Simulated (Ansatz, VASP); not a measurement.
**One calculation of K, two programs**

```
K
1.0
    -4.13256    4.13256    2.23850
     4.13256   -4.13256    2.23850
     4.13256    4.13256   -2.23850
K
2
Cartesian
  0.0000 0.0000 0.0000
  0.0000 4.1326 1.1192
```

Alike in both runs: functional PBE; k mesh 14 × 14 × 14; occupations gaussian, width 0.1 eV; no spin polarisation.

Ansatz relaxed the structure, and its values are those at the end. VASP's run is a single point on that final structure, the one shown.

```csv
,VASP,Ansatz
version,VASP 6.6.1,Ansatz 0.2.0
potentials or method,"VASP PAW PBE potentials, release 64 (K_sv)","scalar-relativistic, plane waves, PAW"
plane-wave cutoff (eV),520,420
valence electrons in the cell,18,18
```

|  | VASP | Ansatz | Ansatz less VASP |
| --- | --- | --- | --- |
| gap on the k mesh at the Fermi level (eV) | none | none | - |
| pressure (GPa) | 0.0 | 0.0 | +0.01 |

A gap of «none» marks a metal or a gap that the smearing closes.
